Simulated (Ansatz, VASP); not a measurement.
**One calculation of SiC (Moissanite 3C), two programs**

INCAR

```
SYSTEM = SiC
PREC = Accurate
ENCUT = 520
EDIFF = 1E-6
ISMEAR = 0
SIGMA = 0.02
LREAL = .FALSE.
LASPH = .TRUE.
NELM = 100
ALGO = Fast
ISIF = 2
LWAVE = .FALSE.
LCHARG = .FALSE.
GGA = PE
```

File KPOINTS:

```
Automatic mesh
0
G
  10 10 10
  0 0 0
```

POSCAR

```
SiC
1.0
    0.0000000000      2.1790000000      2.1790000000
    2.1790000000      0.0000000000      2.1790000000
    2.1790000000      2.1790000000      0.0000000000
Si C
1 1
Direct
    0.0000000000      0.0000000000      0.0000000000
    0.7500000000      0.7500000000      0.7500000000
```

The input input.yaml:

```yaml
crystal:
  lattice:
    - [0.0, 2.179, 2.179]
    - [2.179, 0.0, 2.179]
    - [2.179, 2.179, 0.0]
  atoms:
    - { symbol: Si, position: [0.0, 0.0, 0.0] }
    - { symbol: C, position: [0.75, 0.75, 0.75] }
hamiltonian:
  xc: pbe
  pseudopotentials: { kind: paw }
kpoints:
  mp_grid: { grid: [10, 10, 10] }
scf:
  occupations: { method: gaussian, width: 0.02 }
output:
  forces: true
  stress: true
  eigenvalues: true
```

Alike in both runs: task single point; functional PBE; k mesh 10 × 10 × 10; occupations gaussian, width 0.02 eV; no spin polarisation.

```csv
,VASP,Ansatz
version,VASP 6.6.1,Ansatz 0.2.0
potentials or method,"VASP PAW PBE potentials, release 64 (Si, C)",Ansatz PAW
plane-wave cutoff (eV),520,420
valence electrons in the cell,8,8
```

```csv
,VASP,Ansatz,Ansatz less VASP
gap on the k mesh at the Fermi level (eV),1.36,1.36,+0.002
least direct gap on the mesh (eV),4.54,4.55,+0.003
pressure (GPa),3.2,3.3,+0.06
```

The functional is the same, so the differences come from potentials, cutoffs and numerics.

A k mesh can miss the band edges. A hybrid or GW would open this gap; PBE tends to underestimate it.
